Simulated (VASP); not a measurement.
**PbSe (Clausthalite): relaxation of cell and atoms with revPBE**

The system is PbSe (Clausthalite).

```
Pb Se
1.0
     0.00000    3.06065    3.06065
     3.06065    0.00000    3.06065
     3.06065    3.06065    0.00000
Pb Se
1 1
Cartesian
  0.0000 0.0000 0.0000
  3.0606 3.0606 3.0606
```

```
Program                : VASP 6.6.1
Task                   : relaxation of cell and atoms
Functional             : revPBE
Potentials or basis    : VASP PAW PBE potentials, release 64 (Pb_d, Se)
Cutoff                 : 600 eV
k mesh                 : 8 × 8 × 8
Occupations            : fermi-dirac, width 0.05 eV
Spin                   : no spin polarisation
Further INCAR settings : ALGO = Normal; EDIFF = 1e-06; IBRION = 2; EDIFFG = -0.01; NSW = 60; ISIF = 3
```

| Property | Result |
| --- | --- |
| Relaxed volume | 30.86 Å³/atom |
| Relaxed cell | a = 4.436 Å, b = 4.436 Å, c = 4.436 Å, α = 60.00°, β = 60.00°, γ = 60.00° |
| Space group after relaxing (to 0.05 Å) | Fm-3m (No. 225) |
| Energy gained by relaxing | 23.9 meV/atom |
| Ionic steps | 3 |
| Pressure after relaxing | 0.0 GPa |
| Band gap on the k mesh | 0.58 eV, direct |

Step by step:
| step | energy change (eV) | largest force (eV/Å) | pressure (GPa) | volume (Å³) |
| --- | --- | --- | --- | --- |
| 1 | 0.0000 | 0.0000 | 3.73 | 57.34 |
| 2 | -0.0440 | 0.0000 | -0.88 | 63.06 |
| 3 | -0.0477 | 0.0000 | 0.01 | 61.71 |

Final structure:
```
Pb Se
1.0
     0.00000    3.13649    3.13649
     3.13649    0.00000    3.13649
     3.13649    3.13649    0.00000
Pb Se
1 1
Direct
  0.00000 0.00000 0.00000
  0.50000 0.50000 0.50000
```

Levels at points of the mesh, in eV from the valence-band top:
| k point | band 7 | band 8 | band 9 | band 10 | band 11 | band 12 | band 13 | band 14 |
| --- | --- | --- | --- | --- | --- | --- | --- | --- |
| (0.00, 0.00, 0.00) | -6.34 | -1.52 | -1.52 | -1.52 | 4.63 | 4.63 | 4.63 | 6.75 |
| (0.50, 0.00, 0.00) | -8.35 | -1.16 | -1.16 | 0.00 | 0.58 | 1.92 | 1.92 | 8.61 |
| (0.50, 0.50, 0.00) | -7.21 | -4.32 | -2.74 | -2.74 | 4.11 | 5.41 | 5.41 | 5.83 |

Wall time 59 s on 1 thread of Intel(R) Xeon(R) Platinum 8488C (Sapphire Rapids) (shared host), peak memory 0.23 GiB.

The cell as given is a measured one (28.67 Å³/atom); revPBE puts the equilibrium volume +7.6 % from it, thermal expansion not counted.

Caveat: the PAW data sets were made with another functional, which shifts forces and pressure a little; spin-orbit coupling is left out, which as a rule narrows the gap of such compounds by several tenths of an eV.
